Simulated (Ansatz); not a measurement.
A run of Ansatz 0.2.0:

The input input.yaml:

```yaml
crystal:
  lattice:
    - [0.0, 2.5575, 2.5575]
    - [2.5575, 0.0, 2.5575]
    - [2.5575, 2.5575, 0.0]
  atoms:
    - { symbol: Hf, position: [0.0, 0.0, 0.0] }
    - { symbol: O, position: [0.75, 0.75, 0.75] }
    - { symbol: O, position: [0.25, 0.25, 0.25] }
hamiltonian:
  xc: revpbe
  pseudopotentials: { kind: paw }
  dispersion: d3bj
kpoints:
  mp_grid: { grid: [9, 9, 9] }
scf:
  occupations: { method: fermi_dirac, width: 0.05 }
output:
  forces: true
  stress: true
  write_density: true
  write_potential: true
  elf: true
  volumetric_format: npy
relax:
  f_tol: 0.01
  max_steps: 40
  cell: { stress_tol: 0.05 }
```

Potentials or basis: Ansatz PAW.

Run with:

```console
$ ansatz run input.yaml --threads 2 --pin off --max-ram 5120MiB --backend cpu --events-out ev --progress --plain --runs-dir out
```

Hardware: 2 threads of Arm Neoverse V1, on a shared host.

Task: How long does it take, and how much memory?

Result: It took 5.2 s on 2 threads of Arm Neoverse V1, on a shared host, peak memory 0.29 GiB. Counts: scf iterations 34, plane waves 609, k points 35, bands 23, ion steps 6.
